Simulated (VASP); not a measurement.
A run of VASP 6.6.1 is set up as follows.

The input INCAR:

```
PREC = Accurate
ENCUT = 600
EDIFF = 1E-7
ISMEAR = 1
SIGMA = 0.1
LREAL = F
LASPH = T
NELM = 80
ALGO = Fast
ISIF = 4
LWAVE = F
LCHARG = F
IBRION = 2
NSW = 40
EDIFFG = -0.01
```

KPOINTS

```
regular mesh
0
Gamma
  15 15 11
```

The input POSCAR:

```
MoP                                     
1.0
    3.1943463136      0.0000000000     -0.0000000000
   -1.5971731568      2.7663850561      0.0000000000
   -0.0000000000      0.0000000000      3.1578415092
  Mo              P             
     1     1
Direct
     0.0000000000000000    0.0000000000000000    1.0000000000000000
     0.3333333332999970    0.6666666667000030    0.5000000000000000
```

Potentials or basis: VASP PAW LDA potentials, release 64 (Mo_sv, P).

Command:

```bash
$ cat potpaw_LDA.64/Mo_sv/POTCAR potpaw_LDA.64/P/POTCAR > POTCAR
$ mpirun -np 1 vasp_std > vasp.out
```

Task: What does it give for the band gap on the k mesh?

Result: None (metal or under the smearing width).

Final structure:
```
CELL_PARAMETERS angstrom
3.19435 0.00000 0.00000
-1.59717 2.76639 0.00000
0.00000 0.00000 3.15784
ATOMIC_POSITIONS crystal
Mo 0.00000 0.00000 0.00000
P 0.33333 0.66667 0.50000
```

Caveat: the relaxation stopped at its first step, so nothing moved.
